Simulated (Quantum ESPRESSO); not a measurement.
# TaN (P-6m2) in Quantum ESPRESSO: reference runs

How does TaN come out in PBE? The cell is run as given and disturbed.

Program: Quantum ESPRESSO 7.5. These are calculated values, not measurements. Logs are shortened: lines on timing, memory, paths and dates and some standing lists are left out, and cuts for length are marked.

## 1. The structure

It takes space group P-6m2 (No. 187, hexagonal). The conventional cell has a = 2.938 Å, b = 2.938 Å, c = 2.883 Å, α = 90.00°, β = 90.00°, γ = 120.00°. Ta (site symmetry -6m2) is surrounded by 6 N at 2.23 Å. N (site symmetry -6m2) is surrounded by 6 Ta at 2.23 Å.

## 2. Single point, PBE

pw.in

```
&CONTROL
  calculation = 'scf'
  prefix = 'pwscf'
  outdir = './tmp'
  pseudo_dir = './pseudo'
  tprnfor = .true.
  tstress = .true.
  disk_io = 'low'
/
&SYSTEM
  ibrav = 0
  nat = 2
  ntyp = 2
  ecutwfc = 60
  ecutrho = 480
  nbnd = 15
  occupations = 'smearing'
  smearing = 'fd'
  degauss = 0.00367493
/
&ELECTRONS
  conv_thr = 4d-10
  electron_maxstep = 120
  mixing_beta = 0.5
/
ATOMIC_SPECIES
Ta   180.9479 Ta_pbe_v1.uspp.F.UPF
N     14.0070 N.pbe-n-radius_5.UPF
CELL_PARAMETERS angstrom
   2.9380011100    0.0000000000    0.0000000000
  -1.4690005500    2.5443836000    0.0000000000
   0.0000000000    0.0000000000    2.8830022100
ATOMIC_POSITIONS crystal
Ta     0.3333333333    0.6666666667    0.5000000000
N      0.0000000000    0.0000000000    0.0000000000
K_POINTS automatic
10 10 9 0 0 0
```

pp_density.in

```
&INPUTPP
  prefix = 'pwscf'
  outdir = './tmp'
  filplot = 'density.dat'
  plot_num = 0
/
&PLOT
  nfile = 1
  filepp(1) = 'density.dat'
  iflag = 3
  output_format = 6
  fileout = 'density.cube'
/
```

pp_potential.in

```
&INPUTPP
  prefix = 'pwscf'
  outdir = './tmp'
  filplot = 'potential.dat'
  plot_num = 11
/
&PLOT
  nfile = 1
  filepp(1) = 'potential.dat'
  iflag = 3
  output_format = 6
  fileout = 'potential.cube'
/
```

Potentials or basis: SSSP 1.3 efficiency PBE.

The run is started by

```
$ OMP_NUM_THREADS=1 pw.x -in pw.in > pw.out
$ OMP_NUM_THREADS=1 pp.x -in pp_density.in > pp_density.out
$ OMP_NUM_THREADS=1 pp.x -in pp_potential.in > pp_potential.out
```

pw.out:

```text
This program is part of the open-source Quantum ESPRESSO suite
     for quantum simulation of materials; please cite
[... 9 lines left out ...]
     --------------------
     sticks:   dense  smooth     PW     G-vecs:    dense   smooth      PW
     Sum        1027     511    163                25855     9153    1557

     Using Slab Decomposition

     bravais-lattice index     =            0
     lattice parameter (alat)  =       5.5520  a.u.
     unit-cell volume          =     145.4374 (a.u.)^3
     number of atoms/cell      =            2
     number of atomic types    =            2
     number of electrons       =        18.00
     number of Kohn-Sham states=           15
     kinetic-energy cutoff     =      60.0000  Ry
     charge density cutoff     =     480.0000  Ry
     scf convergence threshold =      4.0E-10
     mixing beta               =       0.5000
     number of iterations used =            8  plain     mixing
     Exchange-correlation= PBE
                           (   1   4   3   4   0   0   0)

     celldm(1)=   5.552017  celldm(2)=   0.000000  celldm(3)=   0.000000
     celldm(4)=   0.000000  celldm(5)=   0.000000  celldm(6)=   0.000000

     crystal axes: (cart. coord. in units of alat)
               a(1) = (   1.000000   0.000000   0.000000 )
               a(2) = (  -0.500000   0.866025   0.000000 )
               a(3) = (   0.000000   0.000000   0.981280 )

     reciprocal axes: (cart. coord. in units 2 pi/alat)
               b(1) = (  1.000000  0.577350 -0.000000 )
               b(2) = (  0.000000  1.154701  0.000000 )
               b(3) = (  0.000000 -0.000000  1.019077 )

     PseudoPot. # 1 for Ta read from file:
     Ta_pbe_v1.uspp.F.UPF
     Pseudo is Ultrasoft + core correction, Zval = 13.0
     Generated by new atomic code, or converted to UPF format
     Using radial grid of  921 points,  7 beta functions with:
                l(1) =   0
                l(2) =   0
                l(3) =   1
                l(4) =   1
                l(5) =   2
                l(6) =   2
                l(7) =   3
     Q(r) pseudized with  6 coefficients,  rinner =    1.300   1.300   1.300
                                                       1.300   1.300   1.300
                                                       1.300

     PseudoPot. # 2 for N  read from file:
     N.pbe-n-radius_5.UPF
     Pseudo is Ultrasoft + core correction, Zval =  5.0
     Generated using "atomic" code by A. Dal Corso  v.5.1
     Using radial grid of 1085 points,  4 beta functions with:
                l(1) =   0
                l(2) =   0
                l(3) =   1
                l(4) =   1
     Q(r) pseudized with 0 coefficients

     atomic species   valence    mass     pseudopotential
     Ta               13.00   180.94790     Ta( 1.00)
     N                 5.00    14.00700     N ( 1.00)

     12 Sym. Ops. (no inversion) found

   Cartesian axes

     site n.     atom                  positions (alat units)
         1        Ta     tau(   1) = (   0.0000000   0.5773503   0.4906401  )
         2        N      tau(   2) = (   0.0000000   0.0000000   0.0000000  )

     number of k points=    70  Fermi-Dirac smearing, width (Ry)=  0.0037
                       cart. coord. in units 2pi/alat
        k(    1) = (   0.0000000   0.0000000   0.0000000), wk =   0.0022222
        k(    2) = (   0.0000000   0.0000000   0.1132308), wk =   0.0044444
        k(    3) = (   0.0000000   0.0000000   0.2264615), wk =   0.0044444
        k(    4) = (   0.0000000   0.0000000   0.3396923), wk =   0.0044444
        k(    5) = (   0.0000000   0.0000000   0.4529231), wk =   0.0044444
        k(    6) = (   0.0000000   0.1154701   0.0000000), wk =   0.0133333
[... 62 lines left out ...]
        k(   69) = (   0.3000000   0.5196152   0.3396923), wk =   0.0266667
        k(   70) = (   0.3000000   0.5196152   0.4529231), wk =   0.0266667

     Dense  grid:    25855 G-vectors     FFT dimensions: (  40,  40,  40)

     Smooth grid:     9153 G-vectors     FFT dimensions: (  27,  27,  27)

     Initial potential from superposition of free atoms

     starting charge      17.9989, renormalised to      18.0000

     negative rho (up, down):  9.341E-02 0.000E+00
     Starting wfcs are   17 randomized atomic wfcs

     Self-consistent Calculation

     iteration #  1     ecut=    60.00 Ry     beta= 0.50
     Davidson diagonalization with overlap
     ethr =  1.00E-02,  avg # of iterations =  3.1

     negative rho (up, down):  9.592E-02 0.000E+00

     total energy              =    -162.08795035 Ry
     estimated scf accuracy    <       0.40249171 Ry

     iteration #  2     ecut=    60.00 Ry     beta= 0.50
     Davidson diagonalization with overlap
     ethr =  2.24E-03,  avg # of iterations =  2.0

     negative rho (up, down):  9.707E-02 0.000E+00

     total energy              =    -162.20146101 Ry
     estimated scf accuracy    <       0.22270209 Ry

     iteration #  3     ecut=    60.00 Ry     beta= 0.50
     Davidson diagonalization with overlap
     ethr =  1.24E-03,  avg # of iterations =  1.1

     negative rho (up, down):  9.904E-02 0.000E+00

     total energy              =    -162.24212505 Ry
     estimated scf accuracy    <       0.00284935 Ry

     iteration #  4     ecut=    60.00 Ry     beta= 0.50
     Davidson diagonalization with overlap
     ethr =  1.58E-05,  avg # of iterations =  3.2
[... 28 lines left out ...]
     negative rho (up, down):  9.940E-02 0.000E+00

     total energy              =    -162.24265891 Ry
     estimated scf accuracy    <       0.00000003 Ry

     iteration #  8     ecut=    60.00 Ry     beta= 0.50
     Davidson diagonalization with overlap
     ethr =  1.85E-10,  avg # of iterations =  2.0

     negative rho (up, down):  9.940E-02 0.000E+00

     total energy              =    -162.24265891 Ry
     estimated scf accuracy    <          8.5E-10 Ry

     iteration #  9     ecut=    60.00 Ry     beta= 0.50
     Davidson diagonalization with overlap
     ethr =  4.73E-12,  avg # of iterations =  2.2

     negative rho (up, down):  9.940E-02 0.000E+00

     End of self-consistent calculation

          k = 0.0000 0.0000 0.0000 (  1165 PWs)   bands (ev):

   -48.2787 -14.5972 -14.3369 -14.3369   2.4656  15.6666  15.6666  16.0346
    17.2889  22.4240  23.8121  23.8121  24.2535  24.2535  33.1785

          k = 0.0000 0.0000 0.1132 (  1147 PWs)   bands (ev):

   -48.2729 -14.7126 -14.3275 -14.3275   2.7173  15.1658  15.7654  15.7654
    18.0155  22.5897  22.5897  22.8615  25.0224  25.0224  33.6929

          k = 0.0000 0.0000 0.2265 (  1153 PWs)   bands (ev):

   -48.2580 -14.9951 -14.3037 -14.3037   3.3923  13.6289  16.0194  16.0194
    19.4536  21.2999  21.2999  23.9003  25.0237  25.0237  34.4008

          k = 0.0000 0.0000 0.3397 (  1106 PWs)   bands (ev):

   -48.2411 -15.3008 -14.2765 -14.2765   4.2724  12.0882  16.2998  16.2998
    20.4737  20.4737  21.1998  24.3239  24.3239  25.3590  32.6890

          k = 0.0000 0.0000 0.4529 (  1112 PWs)   bands (ev):

   -48.2300 -15.4925 -14.2586 -14.2586   4.9754  11.0371  16.4568  16.4568
    20.1815  20.1815  22.4511  23.6629  23.6629  27.4665  30.2893

          k = 0.0000 0.1155 0.0000 (  1144 PWs)   bands (ev):

   -48.2715 -14.5836 -14.4430 -14.3596   2.6681  15.0792  15.8200  16.3132
    17.0031  23.1177  23.4251  23.8479  24.1484  24.5155  33.1777
[... 76 lines left out ...]
          k = 0.0000 0.4619 0.1132 (  1149 PWs)   bands (ev):

   -48.2045 -15.2579 -14.5681 -14.5366   4.5230  12.2411  14.9755  16.6011
    17.4940  23.3689  23.4919  25.0072  25.5091  27.9421  32.7560

          k = 0.0000 0.4619 0.2265 (  1135 PWs)   bands (ev):

   -48.1902 -15.2108 -14.8154 -14.5082   4.5593  12.3185  14.8004  15.8640
    18.4299  22.8916  23.8550  25.1566  26.1933  29.0946  32.5784

          k = 0.0000 0.4619 0.3397 (  1143 PWs)   bands (ev):

   -48.1740 -15.1589 -15.0835 -14.4755   4.5446  12.4966  14.6517  15.1545
    19.0963  23.1759  24.3173  25.5382  26.7515  29.8629  32.8095

          k = 0.0000 0.4619 0.4529 (  1148 PWs)   bands (ev):

   -48.1633 -15.2593 -15.1181 -14.4541   4.5053  12.7993  14.3287  14.7422
    19.3522  24.0034  24.6771  25.8399  26.9716  30.5568  32.8301

          k = 0.0000-0.5774 0.0000 (  1134 PWs)   bands (ev):

   -48.2028 -15.3680 -14.5696 -14.4539   4.7357  11.9458  15.0397  16.7651
    17.0370  23.2642  24.2554  25.4355  25.5439  27.6226  31.4813

          k = 0.0000-0.5774 0.1132 (  1142 PWs)   bands (ev):

   -48.1972 -15.3486 -14.5582 -14.5529   4.7287  11.9741  14.8638  16.6408
    17.3772  23.6521  23.6753  25.5140  25.6872  28.3347  31.5143

          k = 0.0000-0.5774 0.2265 (  1134 PWs)   bands (ev):

   -48.1830 -15.2989 -14.7972 -14.5292   4.6747  12.0619  14.7847  15.8100
    18.5018  22.9178  24.5046  25.7180  26.1165  29.5437  31.5873

          k = 0.0000-0.5774 0.3397 (  1152 PWs)   bands (ev):

   -48.1668 -15.2415 -15.0644 -14.4961   4.5571  12.3360  14.6172  15.0423
    19.4098  23.1995  25.1950  25.9769  26.7460  30.1469  32.1038

          k = 0.0000-0.5774 0.4529 (  1160 PWs)   bands (ev):

   -48.1563 -15.2338 -15.2033 -14.4743   4.4531  12.7922  14.1593  14.6050
    19.8199  24.1940  25.5545  26.2313  27.2415  30.3368  32.5304

          k = 0.1000 0.1732 0.0000 (  1143 PWs)   bands (ev):

   -48.2585 -14.6228 -14.5591 -14.4084   3.0390  14.2912  16.0481  16.5456
    16.7442  22.7071  23.8692  24.0013  24.3108  24.9923  33.2083

          k = 0.1000 0.1732 0.1132 (  1137 PWs)   bands (ev):

   -48.2527 -14.6766 -14.6039 -14.3984   3.2386  14.4440  15.3361  16.1055
    17.6909  22.2619  22.8818  24.1772  25.1112  25.5396  33.0032

          k = 0.1000 0.1732 0.2265 (  1138 PWs)   bands (ev):

   -48.2380 -14.9452 -14.5757 -14.3729   3.7574  13.8514  14.9151  16.0754
    18.6655  21.3739  22.2781  24.4727  25.5831  26.2033  33.0385

          k = 0.1000 0.1732 0.3397 (  1138 PWs)   bands (ev):

   -48.2213 -15.2395 -14.5407 -14.3438   4.3886  12.5849  15.3627  16.0060
    19.0305  21.1154  22.6705  24.0093  25.2849  27.3547  33.1677

          k = 0.1000 0.1732 0.4529 (  1131 PWs)   bands (ev):

   -48.2103 -15.4246 -14.5176 -14.3247   4.8434  11.8062  15.5483  16.0469
    18.9057  21.1892  23.3517  23.7903  24.7898  29.1287  31.5428

          k = 0.1000 0.2887 0.0000 (  1140 PWs)   bands (ev):
[... 154 lines left out ...]
          k = 0.3000 0.5196 0.1132 (  1140 PWs)   bands (ev):

   -48.1891 -15.1383 -14.9221 -14.5358   4.9951  12.9409  14.2879  14.9111
    19.6730  21.8095  22.6620  23.6213  27.3068  31.8394  33.1837

          k = 0.3000 0.5196 0.2265 (  1144 PWs)   bands (ev):

   -48.1749 -15.0926 -14.8848 -14.7760   4.8381  13.2408  14.0339  14.5523
    19.5331  22.7527  24.2385  24.5760  26.6440  30.8469  32.9269

          k = 0.3000 0.5196 0.3397 (  1149 PWs)   bands (ev):

   -48.1589 -15.0456 -15.0335 -14.8418   4.6451  12.6014  13.8610  15.3599
    19.6393  24.0339  24.8095  26.0695  26.6213  29.8489  32.3969

          k = 0.3000 0.5196 0.4529 (  1150 PWs)   bands (ev):

   -48.1483 -15.2059 -15.0051 -14.8134   4.5121  12.1827  13.6488  16.1572
    19.7299  24.6613  25.1946  26.7527  27.5353  29.6471  31.8787

     the Fermi energy is    20.3060 ev

!    total energy              =    -162.24265891 Ry
     estimated scf accuracy    <          4.5E-11 Ry
     smearing contrib. (-TS)   =      -0.00002280 Ry
     internal energy E=F+TS    =    -162.24263611 Ry

     The total energy is F=E-TS. E is the sum of the following terms:
     one-electron contribution =      -6.44319843 Ry
     hartree contribution      =      15.08309304 Ry
     xc contribution           =     -47.84416177 Ry
     ewald contribution        =    -123.03836895 Ry

     convergence has been achieved in   9 iterations

     negative rho (up, down):  9.940E-02 0.000E+00

     Forces acting on atoms (cartesian axes, Ry/au):

     atom    1 type  1   force =     0.00000000    0.00000000    0.00000000
     atom    2 type  2   force =     0.00000000    0.00000000    0.00000000

     Total force =     0.000000     Total SCF correction =     0.000000

     Computing stress (Cartesian axis) and pressure

     negative rho (up, down):  9.940E-02 0.000E+00
          total   stress  (Ry/bohr**3)                   (kbar)     P=       43.68
   0.00027215  -0.00000000  -0.00000000           40.03       -0.00       -0.00
  -0.00000000   0.00027215  -0.00000000           -0.00       40.03       -0.00
   0.00000000  -0.00000000   0.00034640            0.00       -0.00       50.96

=------------------------------------------------------------------------------=
   JOB DONE.
=------------------------------------------------------------------------------=
```

Wall time 25 s (1 thread of Arm Neoverse V1, shared host); peak memory 0.21 GiB.

What came out:

* Free energy: -2207.4238 eV
* Pressure: 4.4 GPa
* Band gap on the k mesh: none (metal or under the smearing width)

Stress tensor (GPa, compression positive):
```
4.00 0.00 0.00
0.00 4.00 0.00
0.00 0.00 5.10
```

Spin-orbit coupling is left out, which matters for the levels of Ta.

(Continued in part 2 of 2.)
